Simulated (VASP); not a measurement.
**VASP inputs for SrTiO3 (strained cubic perovskite)**

INCAR

```
LASPH = .TRUE.
PREC = Accurate
ENCUT = 520
LWAVE = .FALSE.
ISMEAR = -1
LELF = .TRUE.
SIGMA = 0.02
EDIFF = 1E-7
LCHARG = .TRUE.
NSW = 0
GGA = PE
IBRION = -1
NELM = 120
ISIF = 2
NBANDS = 28
LREAL = .FALSE.
```

KPOINTS

```
KPOINTS created by Atomic Simulation Environment
0
Gamma
6 6 6
0 0 0
```

KPOINTS_OPT

```
special points
4
Reciprocal
0.0000000000 0.0000000000 0.0000000000 1
0.0000000000 0.5000000000 0.0000000000 1
0.5000000000 0.5000000000 0.0000000000 1
0.5000000000 0.5000000000 0.5000000000 1
```

POSCAR

```
Sr Ti O
 1.0000000000000000
     3.8677829865000000    0.0000000000000000    0.0000000000000000
     0.0000000000000000    3.8677829865000000    0.0000000000000000
     0.0000000000000000    0.0000000000000000    3.8677829865000000
 Sr  Ti  O
   1   1   3
Cartesian
  0.0000000000000000  0.0000000000000000  0.0000000000000000
  1.9338914932500004  1.9338914932500004  1.9338914932500004
  1.9338914932500004  1.9338914932500004  0.0000000000000000
  1.9338914932500004  0.0000000000000000  1.9338914932500004
  0.0000000000000000  1.9338914932500004  1.9338914932500004
```

VASP ran with the recommended PBE PAW datasets (40 valence electrons in the cell).

**Question.** Predict the results.

**Answer.** gap between bands v and c 1.91 eV; least direct gap 2.25 eV; pressure 10.8 GPa.

Band v is the last that the valence electrons fill when counted band by band, and c is the next. Levels in eV from the top of v:

| point | v−1 | v | c | c+1 |
| --- | --- | --- | --- | --- |
| Γ | -0.34 | -0.34 | 1.91 | 1.91 |
| X | -0.73 | -0.73 | 2.09 | 3.93 |
| M | -1.60 | -0.10 | 3.94 | 3.94 |
| R | 0.00 | 0.00 | 4.65 | 4.65 |
